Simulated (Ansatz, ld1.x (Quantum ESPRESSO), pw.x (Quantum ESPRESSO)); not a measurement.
aluminium: one change to the PAW potential, in the atom and in the bcc crystal

ld1.x (Quantum ESPRESSO) 7.5 input, shortened:

```
&input
   title='Al', zed=13., rel=1, dft='PBE', iswitch=3,
   config='[Ne] 3s2 3p1 3d-2'
 /
 &inputp
   pseudotype=3, lpaw=.true., tm=.true., lloc=-1, rcloc=1.95,
   nlcc=.true., new_core_ps=.true.,
   which_augfun='PSQ', rmatch_augfun_nc=.true.
 /
5
3S  1  0   2.00   0.00  2.00  2.15  0.0
3S  1  0   0.00   0.15  2.00  2.15  0.0
3P  2  1   1.00   0.00  1.65  2.05  0.0
3P  2  1   0.00   2.60  1.65  2.05  0.0
3D  3  2  -2.00   0.50  1.70  1.85  0.0
 &test
   configts(1)='3s2 3p1'
 /
```

Change: added wave 3d channel at 1.35 Ry: rcut 1.70, rcutus 1.85 bohr.

Cutoffs, loose and tight: the cutoffs (Ry, on a coarse ladder) from which the occupation-weighted sum of valence levels, in a spherical-Bessel basis at the reference potential, stays within 10 and 1 mRy of its value at 400 Ry. They do not see the model core or the augmentation charge, which bear on the density cutoff. Test errors are all-electron minus pseudo excitation energies from the reference, over the configurations 3s2 3p0; 3s1 3p0; 3s2 3p0.5; 3s0 3p3; 3s1 3p1; 3s1 3p2; 3s2 3p1.3; variants that change the core or the reference have their own tests.

Crystal test: bcc Al in pw.x 7.5, no spin, 14³ k-points, Fermi–Dirac smearing 0.01 Ry, cutoffs set for each file from its atomic test. The reference is all-electron LAPW (Ansatz 0.2.0) with the same functional, mesh and smearing; V0 and B0 come from Birch–Murnaghan fits to the pressures at five volumes. Errors are pseudo minus all-electron; Δ is the rms difference of the E(V) curves that follow from these fits, minima aligned, over ±6 % about the mean V0. Mesh and smearing are coarse, so the numbers serve the comparison and aren't converged zero-temperature values; the lattice is a test structure that the element need not adopt.

All-electron: a0 = 3.237 Å (V0 = 16.96 Å³/atom), B0 = 68.4 GPa.

**Question.** Does the change bring the crystal closer to the all-electron result?

**Answer.** The mean pressure error goes from +0.04 to -0.00 GPa, so the change moves the solid closer to the all-electron pressures.

```tsv
quantity	base	changed
outcome (atom)	generated	generated
cutoff, loose (atom)	6 Ry	6 Ry
cutoff, tight (atom)	8 Ry	8 Ry
bound ghosts (atom)	none	none
largest test error (meV) (atom)	-19	-19
cutoffs in pw.x (Ry)	40/320	40/320
a0 (Å)	3.238	3.237
a0 error (%)	+0.02	-0.00
B0 error (%)	+0.5	+0.5
Δ (meV/atom)	0.1	0.0
mean pressure error (GPa)	+0.04	-0.00
```

 The atomic cutoffs weigh occupied waves only.
